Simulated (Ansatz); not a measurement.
Crystal: Si.

```xyz
1
Lattice="2.6205 0.0000 0.0000 -1.3103 2.2695 0.0000 0.0000 0.0000 2.4664" Properties=species:S:1:pos:R:3 pbc="T T T"
Si    0.0000    0.0000    0.0000
```

This isn't the form of Si at room conditions, which is diamond.

Program: Ansatz 0.2.0. Alike in all runs: task band structure; potentials or basis Ansatz PAW; no spin polarisation; cell as given; k mesh 12 × 12 × 11; smearing fermi-dirac 0.05 eV.

Q: Order these runs on this cell by their pressure, lowest first.
A. level revPBE; cutoff (eV) 420
B. level LDA; cutoff (eV) 420
C. level BLYP; cutoff (eV) 420
D. level r2SCAN; cutoff (eV) 500

A: B (-1.0 GPa), D (1.9 GPa), A (4.2 GPa), C (10.3 GPa).

Caveats: the PAW data sets come from PBE, with cores solved anew for the run's functional, which leaves a small shift of forces and pressure.

Runs at the PBE level aren't shown here.
